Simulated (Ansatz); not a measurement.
# Mn: the cost of one run

Method: DFT PBEsol, scalar-relativistic, plane waves, PAW, in Ansatz 0.2.0.

1 further run of the same task is left out (set aside as unsound or not needed).

### 1 The starting structure

The structure is hexagonal, space group P6/mmm (No. 191). Conventional cell: a = 4.515 Å, b = 4.515 Å, c = 2.799 Å, α = 90.00°, β = 90.00°, γ = 120.00°. Ti (site symmetry 6/mmm) is surrounded by 14 Ti at 2.80 to 2.96 Å. Ti (site symmetry -6m2) has 11 Ti at 2.61 to 2.96 Å as nearest neighbours.

As a file:

```cif
data_structure
_symmetry_space_group_name_H-M 'P 1'
_symmetry_Int_Tables_number 1
_cell_length_a 4.5153
_cell_length_b 4.5153
_cell_length_c 2.7988
_cell_angle_alpha 90.000
_cell_angle_beta 90.000
_cell_angle_gamma 120.000
_cell_volume 49.42
loop_
_atom_site_label
_atom_site_type_symbol
_atom_site_fract_x
_atom_site_fract_y
_atom_site_fract_z
_atom_site_occupancy
Ti1 Ti 0.00000 0.00000 0.00000 1
Ti2 Ti 0.33333 0.66667 0.50000 1
Ti3 Ti 0.66667 0.33333 0.50000 1
```

It goes back to an entry of the Materials Project, which need not be the stable form.

This cell was relaxed beforehand with the same method: volume 16.47 Å³/atom, gap on the mesh none (metal).

### 2 Swap Ti → Mn

The start of Mn: fractional positions of relaxed Ti, cell scaled by 0.908, a guess from tabulated radii. Atoms that may carry a moment start with parallel spins.

### 3 A first look at the start (Mn)

Input file input.yaml:

```yaml
crystal:
  lattice:
    - [4.1003728504, 0.0, 0.0]
    - [-2.0501864252, 3.5510270534, 0.0]
    - [0.0, 0.0, 2.5416080387]
  atoms:
    - { symbol: Mn, position: [0.0, 0.0, 0.0], spin: 4.0 }
    - { symbol: Mn, position: [0.3333333333, 0.6666666667, 0.5], spin: 4.0 }
    - { symbol: Mn, position: [0.6666666667, 0.3333333333, 0.5], spin: 4.0 }
basis:
  ecutwfc: 420
kpoints:
  mp_grid: { grid: [6, 6, 8] }
hamiltonian:
  xc: pbesol
scf:
  occupations: { method: gaussian, width: 0.1 }
  lower_state_search: "off"
output:
  forces: true
  stress: true
  eigenvalues: true
  populations: true
magnetization:
  spin_polarized: true
```

Started as:

```console
$ ansatz run input.yaml --threads 1 --pin off --max-ram 2560MiB --backend cpu --events-out ev --progress --plain --runs-dir out
```

Q: Estimate wall time and peak memory on 1 thread of Oxide Virtual Turin-like (Zen 5), shared host.

About 15 s, with a peak of 0.39 GiB.
